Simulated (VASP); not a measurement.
# Al (Fm-3m) in VASP: notebook, part 2 of 2

VASP 6.6.1.

### 3 Phonons, PBEsol

Contents of POSCAR:

```
Al
1.0
    0.0000000000      2.0248050000      2.0248050000
    2.0248050000      0.0000000000      2.0248050000
    2.0248050000      2.0248050000      0.0000000000
Al
1
Direct
    0.0000000000      0.0000000000      0.0000000000
```

Contents of INCAR.step1:

```
PREC     = Accurate       # precision mode
ENCUT    = 600            # plane-wave cutoff, eV
EDIFF    = 1E-8           # SCF threshold, eV
ISMEAR   = -1             # smearing method
SIGMA    = 0.05           # smearing width, eV
LREAL    = False          # projectors in reciprocal space
LASPH    = True           # aspherical terms in the spheres
NELM     = 80             # most SCF steps
ALGO     = Normal         # electronic algorithm
ISIF     = 3              # what is computed and relaxed
LWAVE    = False          # write WAVECAR
LCHARG   = False          # write CHGCAR
GGA      = PS             # functional
IBRION   = 2              # ionic algorithm
NSW      = 40             # ionic steps
EDIFFG   = -0.002         # ionic threshold
```

Contents of INCAR.step2:

```
PREC     = Accurate       # precision mode
ENCUT    = 600            # plane-wave cutoff, eV
EDIFF    = 1E-8           # SCF threshold, eV
ISMEAR   = -1             # smearing method
SIGMA    = 0.05           # smearing width, eV
LREAL    = False          # projectors in reciprocal space
LASPH    = True           # aspherical terms in the spheres
NELM     = 80             # most SCF steps
ALGO     = Normal         # electronic algorithm
ISIF     = 2              # what is computed and relaxed
LWAVE    = False          # write WAVECAR
LCHARG   = False          # write CHGCAR
GGA      = PS             # functional
IBRION   = 6              # ionic algorithm
NFREE    = 2            
POTIM    = 0.015          # step
NSW      = 1              # ionic steps
```

Contents of KPOINTS:

```
Automatic mesh
0
Gamma
  8 8 8
```

Potentials or basis: VASP PAW PBE potentials, release 64 (Al).

Launch:

```console
cat potpaw_PBE.64/Al/POTCAR > POTCAR
cp INCAR.step1 INCAR
mpirun -np 1 vasp_std > vasp.out
cp CONTCAR POSCAR
cp INCAR.step2 INCAR
mpirun -np 1 vasp_std > vasp.out
```

OUTCAR:

```text
PREC = Accurate
   ENCUT = 600
   EDIFF = 1E-8
   ISMEAR = -1
   LREAL = False
   LASPH = True
   NELM = 80
   ISIF = 2
   GGA = PS
   IBRION = 6
   NFREE = 2
   POTIM = 0.015
   NSW = 1

 ion  position               nearest neighbor table
   1  0.000  0.000  0.000-

  LATTYP: Found a face centered cubic cell.
 ALAT       =     4.0185740993

  Lattice vectors:

[... 487 lines left out ...]

  energy  without entropy=       -4.0841499504  energy(sigma->0) =       -4.08621649

 INTERNAL STRAIN TENSORS FROM DISPLACED ATOMS
 ============================================

 INTERNAL STRAIN TENSOR FOR ION    1 for displacements in x,y,z  (eV/Angst):
          X           Y           Z          XY          YZ          ZX
  --------------------------------------------------------------------------------
  x     0.00000     0.00000     0.00000     0.00000     0.00000     0.00000
  y     0.00000     0.00000     0.00000     0.00000     0.00000     0.00000
  z     0.00000     0.00000     0.00000     0.00000     0.00000     0.00000

 Eigenvectors and eigenvalues of the dynamical matrix
 ----------------------------------------------------

   1 f  =    0.000000 THz     0.000000 2PiTHz    0.000000 cm-1     0.000000 meV
             X         Y         Z           dx          dy          dz
      0.000000  0.000000  0.000000     1.000000    0.000000    0.000000

   2 f  =    0.000000 THz     0.000000 2PiTHz    0.000000 cm-1     0.000000 meV
             X         Y         Z           dx          dy          dz
      0.000000  0.000000  0.000000     0.000000    1.000000    0.000000

   3 f  =    0.000000 THz     0.000000 2PiTHz    0.000000 cm-1     0.000000 meV
             X         Y         Z           dx          dy          dz
      0.000000  0.000000  0.000000     0.000000    0.000000    1.000000

 ELASTIC MODULI CONTR FROM IONIC RELAXATION (kBar)
 Direction    XX          YY          ZZ          XY          YZ          ZX
 --------------------------------------------------------------------------------
 XX           0.0000      0.0000      0.0000      0.0000      0.0000      0.0000
 YY           0.0000      0.0000      0.0000      0.0000      0.0000      0.0000
 ZZ           0.0000      0.0000      0.0000      0.0000      0.0000      0.0000
 XY           0.0000      0.0000      0.0000      0.0000      0.0000      0.0000
 YZ           0.0000      0.0000      0.0000      0.0000      0.0000      0.0000
 ZX           0.0000      0.0000      0.0000      0.0000      0.0000      0.0000
 --------------------------------------------------------------------------------
```

OSZICAR.step1:

```text
N       E                     dE             d eps       ncg     rms          rms(c)
DAV:   1    -0.137672617901E+01   -0.13767E+01   -0.88217E+02   295   0.357E+02
DAV:   2    -0.409185442853E+01   -0.27151E+01   -0.26518E+01   375   0.345E+01
DAV:   3    -0.411398174970E+01   -0.22127E-01   -0.21947E-01   410   0.367E+00
[... 19 lines left out ...]
DAV:   1    -0.408831115121E+01   -0.12717E-03   -0.12537E-03   375   0.230E-01    0.308E-02
DAV:   2    -0.408830433093E+01    0.68203E-05   -0.83787E-06   315   0.249E-02    0.109E-02
DAV:   3    -0.408829967872E+01    0.46522E-05   -0.14929E-06   370   0.740E-03    0.386E-03
DAV:   4    -0.408829916663E+01    0.51209E-06   -0.15901E-07   365   0.240E-03    0.242E-03
DAV:   5    -0.408829915844E+01    0.81968E-08   -0.13372E-09   180   0.386E-04
   3 F= -.40882992E+01 E0= -.40862326E+01  d E =-.225916E-02
```

It took 15 s on 1 thread of Intel Xeon Platinum 8175M at 2.50GHz (Skylake/Cascade Lake), shared host; peak memory 0.13 GiB.

What came out:

```yaml
Relaxed_volume: 16.22 Å³/atom
Relaxed_cell: a = 2.842 Å, b = 2.842 Å, c = 2.842 Å, α = 60.00°, β = 60.00°, γ = 60.00°
Space_group_after_relaxing_to_0.05_Å: Fm-3m (No. 225)
```

Step by step:
| step | energy change (eV) | largest force (eV/Å) | pressure (GPa) | volume (Å³) |
| --- | --- | --- | --- | --- |
| 1 | 0.0000 | 0.0000 | -1.87 | 16.60 |
| 2 | -0.0021 | 0.0000 | 0.45 | 16.14 |
| 3 | -0.0023 | 0.0000 | 0.00 | 16.22 |

Final structure:
```
Al
1.0
     0.00000    2.00929    2.00929
     2.00929    0.00000    2.00929
     2.00929    2.00929    0.00000
Al
1
Direct
  0.00000 0.00000 0.00000
```

Caveat: the PAW data sets were made with another functional, which shifts forces and pressure a little.

### 4 Elastic constants, PBEsol

POSCAR is that of step 3.

Contents of INCAR.step1:

```
PREC = Accurate ; ENCUT = 600
EDIFF = 1E-8 ; ISMEAR = -1
SIGMA = 0.05 ; LREAL = False
LASPH = True ; NELM = 80
ALGO = Normal ; ISIF = 3
LWAVE = False ; LCHARG = False
GGA = PS ; IBRION = 2
NSW = 40 ; EDIFFG = -0.002
```

Contents of INCAR.step2:

```
PREC = Accurate ; ENCUT = 600
EDIFF = 1E-8 ; ISMEAR = -1
SIGMA = 0.05 ; LREAL = False
LASPH = True ; NELM = 80
ALGO = Normal ; ISIF = 3
LWAVE = False ; LCHARG = False
GGA = PS ; IBRION = 6
NFREE = 2 ; POTIM = 0.015
NSW = 1
```

Contents of KPOINTS:

```
regular mesh
0
Gamma
  8 8 8
```

Launch:

```console
cat potpaw_PBE.64/Al/POTCAR > POTCAR
cp INCAR.step1 INCAR
mpirun -np 1 vasp_std > vasp.out
cp CONTCAR POSCAR
cp INCAR.step2 INCAR
mpirun -np 1 vasp_std > vasp.out
```

It took 81 s on 1 thread of Intel Xeon Platinum 8175M at 2.50GHz (Skylake/Cascade Lake), shared host; peak memory 0.15 GiB.

The run converged. Its results:

```yaml
Relaxed_volume: 16.22 Å³/atom
Relaxed_cell: a = 2.842 Å, b = 2.842 Å, c = 2.842 Å, α = 60.00°, β = 60.00°, γ = 60.00°
Space_group_after_relaxing_to_0.05_Å: Fm-3m (No. 225)
Elastic_constants_C11_C12_C44: 216, 19, -1 GPa
Voigt_bulk_modulus: 85 GPa
```

The path:
| step | energy change (eV) | largest force (eV/Å) | pressure (GPa) | volume (Å³) |
| --- | --- | --- | --- | --- |
| 1 | 0.0000 | 0.0000 | -1.87 | 16.60 |
| 2 | -0.0021 | 0.0000 | 0.45 | 16.14 |
| 3 | -0.0023 | 0.0000 | 0.00 | 16.22 |

Final structure:
```cif
data_structure
_symmetry_space_group_name_H-M 'P 1'
_symmetry_Int_Tables_number 1
_cell_length_a 2.8416
_cell_length_b 2.8416
_cell_length_c 2.8416
_cell_angle_alpha 60.000
_cell_angle_beta 60.000
_cell_angle_gamma 60.000
_cell_volume 16.22
loop_
_atom_site_label
_atom_site_type_symbol
_atom_site_fract_x
_atom_site_fract_y
_atom_site_fract_z
_atom_site_occupancy
Al1 Al 0.00000 0.00000 0.00000 1
```

Elastic tensor in Voigt notation (GPa, in the Cartesian axes of the cell as first typed):
```
216  19  19   0   0   0
 19 216  19   0   0   0
 19  19 216   0   0   0
  0   0   0  -1   0   0
  0   0   0   0  -1   0
  0   0   0   0   0  -1
```

Clamped-ion elastic tensor (GPa):
```
216  19  19   0   0   0
 19 216  19   0   0   0
 19  19 216   0   0   0
  0   0   0  -1   0   0
  0   0   0   0  -1   0
  0   0   0   0   0  -1
```

Caveat: the elastic tensor has a negative eigenvalue, so either the cell is unstable as it stands or the mesh is too thin; the PAW data sets were made with another functional, which shifts forces and pressure a little.
